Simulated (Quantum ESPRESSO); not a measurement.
# GaP (F-43m) in Quantum ESPRESSO: a series of runs, part 2 of 2

Quantum ESPRESSO 7.5. The steps go on from the part before.

### 10 Band structure, r2SCAN

Contents of pw.in:

```
&CONTROL
  calculation = 'scf'
  prefix = 'pwscf'
  outdir = './tmp'
  pseudo_dir = './pseudo'
  tprnfor = .true.
  tstress = .true.
  disk_io = 'low'
/
&SYSTEM
  ibrav = 0
  nat = 2
  ntyp = 2
  ecutwfc = 88
  nbnd = 15
  input_dft = 'r2scan'
  occupations = 'smearing'
  smearing = 'fd'
  degauss = 0.00367493
  nosym = .true.
/
&ELECTRONS
  conv_thr = 1d-08
  electron_maxstep = 120
  mixing_beta = 0.5
/
ATOMIC_SPECIES
Ga    69.7230 Ga_ONCV_PBE-1.2.upf
P     30.9738 P_ONCV_PBE-1.2.upf
CELL_PARAMETERS angstrom
   0.0000000000    2.7252500000    2.7252500000
   2.7252500000    0.0000000000    2.7252500000
   2.7252500000    2.7252500000    0.0000000000
ATOMIC_POSITIONS crystal
Ga     0.0000000000    0.0000000000    0.0000000000
P      0.7500000000    0.7500000000    0.7500000000
K_POINTS automatic
6 6 6 0 0 0
```

Contents of bands.in:

```
&CONTROL
  calculation = 'bands'
  prefix = 'pwscf'
  outdir = './tmp'
  pseudo_dir = './pseudo'
  disk_io = 'low'
  verbosity = 'high'
/
&SYSTEM
  ibrav = 0
  nat = 2
  ntyp = 2
  ecutwfc = 88
  nbnd = 15
  input_dft = 'r2scan'
  occupations = 'smearing'
  smearing = 'fd'
  degauss = 0.00367493
  nosym = .true.
/
&ELECTRONS
  conv_thr = 1d-08
  electron_maxstep = 120
  mixing_beta = 0.5
  diago_full_acc = .true.
  startingwfc = 'random'
/
ATOMIC_SPECIES
Ga    69.7230 Ga_ONCV_PBE-1.2.upf
P     30.9738 P_ONCV_PBE-1.2.upf
CELL_PARAMETERS angstrom
   0.0000000000    2.7252500000    2.7252500000
   2.7252500000    0.0000000000    2.7252500000
   2.7252500000    2.7252500000    0.0000000000
ATOMIC_POSITIONS crystal
Ga     0.0000000000    0.0000000000    0.0000000000
P      0.7500000000    0.7500000000    0.7500000000
K_POINTS crystal
60
 0.0000000000  0.0000000000  0.0000000000 1
 0.0625000000  0.0000000000  0.0625000000 1
 0.1250000000  0.0000000000  0.1250000000 1
 0.1875000000  0.0000000000  0.1875000000 1
 0.2500000000  0.0000000000  0.2500000000 1
 0.3125000000  0.0000000000  0.3125000000 1
 0.3750000000  0.0000000000  0.3750000000 1
 0.4375000000  0.0000000000  0.4375000000 1
 0.5000000000  0.0000000000  0.5000000000 1
 0.5000000000  0.0625000000  0.5625000000 1
 0.5000000000  0.1250000000  0.6250000000 1
 0.5000000000  0.1875000000  0.6875000000 1
 0.5000000000  0.2500000000  0.7500000000 1
 0.4375000000  0.3125000000  0.7500000000 1
 0.3750000000  0.3750000000  0.7500000000 1
 0.3375000000  0.3375000000  0.6750000000 1
 0.3000000000  0.3000000000  0.6000000000 1
 0.2625000000  0.2625000000  0.5250000000 1
 0.2250000000  0.2250000000  0.4500000000 1
 0.1875000000  0.1875000000  0.3750000000 1
 0.1500000000  0.1500000000  0.3000000000 1
 0.1125000000  0.1125000000  0.2250000000 1
 0.0750000000  0.0750000000  0.1500000000 1
 0.0375000000  0.0375000000  0.0750000000 1
 0.0000000000  0.0000000000  0.0000000000 1
 0.0625000000  0.0625000000  0.0625000000 1
 0.1250000000  0.1250000000  0.1250000000 1
 0.1875000000  0.1875000000  0.1875000000 1
 0.2500000000  0.2500000000  0.2500000000 1
 0.3125000000  0.3125000000  0.3125000000 1
 0.3750000000  0.3750000000  0.3750000000 1
 0.4375000000  0.4375000000  0.4375000000 1
 0.5000000000  0.5000000000  0.5000000000 1
 0.5250000000  0.4500000000  0.5250000000 1
 0.5500000000  0.4000000000  0.5500000000 1
 0.5750000000  0.3500000000  0.5750000000 1
 0.6000000000  0.3000000000  0.6000000000 1
 0.6250000000  0.2500000000  0.6250000000 1
 0.5833333333  0.2500000000  0.6666666667 1
 0.5416666667  0.2500000000  0.7083333333 1
 0.5000000000  0.2500000000  0.7500000000 1
 0.5000000000  0.2857142857  0.7142857143 1
 0.5000000000  0.3214285714  0.6785714286 1
 0.5000000000  0.3571428571  0.6428571429 1
 0.5000000000  0.3928571429  0.6071428571 1
 0.5000000000  0.4285714286  0.5714285714 1
 0.5000000000  0.4642857143  0.5357142857 1
 0.5000000000  0.5000000000  0.5000000000 1
 0.4821428571  0.4821428571  0.5357142857 1
 0.4642857143  0.4642857143  0.5714285714 1
 0.4464285714  0.4464285714  0.6071428571 1
 0.4285714286  0.4285714286  0.6428571429 1
 0.4107142857  0.4107142857  0.6785714286 1
 0.3928571429  0.3928571429  0.7142857143 1
 0.3750000000  0.3750000000  0.7500000000 1
 0.6250000000  0.2500000000  0.6250000000 1
 0.5937500000  0.1875000000  0.5937500000 1
 0.5625000000  0.1250000000  0.5625000000 1
 0.5312500000  0.0625000000  0.5312500000 1
 0.5000000000  0.0000000000  0.5000000000 1
```

Launch:

```bash
$ OMP_NUM_THREADS=1 mpirun -n 4 pw.x -nk 4 -in pw.in > pw.out
$ OMP_NUM_THREADS=1 mpirun -n 4 pw.x -nk 4 -in bands.in > bands.out
```

Wall time 3 min (4 MPI ranks of Arm Neoverse V1, shared host); peak memory 0.48 GiB.

The run converged. Its results:

```
Free energy             : -1950.6559 eV
Pressure                : -1.6 GPa
Band gap on the k mesh  : 1.84 eV, indirect (least direct gap 2.01 eV)
Band gap along the path : 1.83 eV, indirect (least direct gap 2.01 eV)
```

Levels at the corners of the path, in eV from the valence-band top:
| point | band 6 | band 7 | band 8 | band 9 | band 10 | band 11 | band 12 | band 13 |
| --- | --- | --- | --- | --- | --- | --- | --- | --- |
| Γ | -13.15 | 0.00 | 0.00 | 0.00 | 2.01 | 4.10 | 4.10 | 4.10 |
| X | -10.01 | -7.11 | -2.85 | -2.85 | 1.92 | 2.04 | 11.18 | 11.18 |
| W | -9.91 | -6.91 | -3.73 | -3.58 | 5.11 | 5.16 | 6.50 | 6.57 |
| K | -10.05 | -6.90 | -4.11 | -2.40 | 2.44 | 5.15 | 8.74 | 8.78 |
| Γ | -13.15 | 0.00 | 0.00 | 0.00 | 2.01 | 4.10 | 4.10 | 4.10 |
| L | -10.95 | -6.95 | -1.20 | -1.20 | 1.84 | 5.05 | 5.05 | 8.85 |
| U | -10.05 | -6.90 | -4.11 | -2.40 | 2.44 | 5.15 | 8.74 | 8.78 |
| W | -9.91 | -6.91 | -3.73 | -3.58 | 5.11 | 5.16 | 6.50 | 6.57 |
| L | -10.95 | -6.95 | -1.20 | -1.20 | 1.84 | 5.05 | 5.05 | 8.85 |
| K | -10.05 | -6.90 | -4.11 | -2.40 | 2.44 | 5.15 | 8.74 | 8.78 |
| U | -10.05 | -6.90 | -4.11 | -2.40 | 2.44 | 5.15 | 8.74 | 8.78 |
| X | -10.01 | -7.11 | -2.85 | -2.85 | 1.92 | 2.04 | 11.18 | 11.18 |

Caveat: the potentials were made for another functional, which shifts forces and pressure.

### 11 Against experiment

Step 9. Against the measured bulk modulus of GaP, 87.5 GPa (“Phosphorous dimerization in GaP at high pressure”, 2017, arxiv:1709.06667), the calculated 87 GPa is off by -1.1 %. The fit is for a static lattice scaled at fixed shape and fixed fractional positions.

Step 10. Measured gap of GaP: 2.34 eV (indirect; 10 K; quoted in “Stacking defects in GaP nanowires: Electronic structure and optical properties”, 2018, arxiv:1810.01194). This calculation gives 1.83 eV (-0.51 eV). Spin-orbit coupling on Ga is left out. The value is that of r2SCAN, without temperature or zero-point motion.
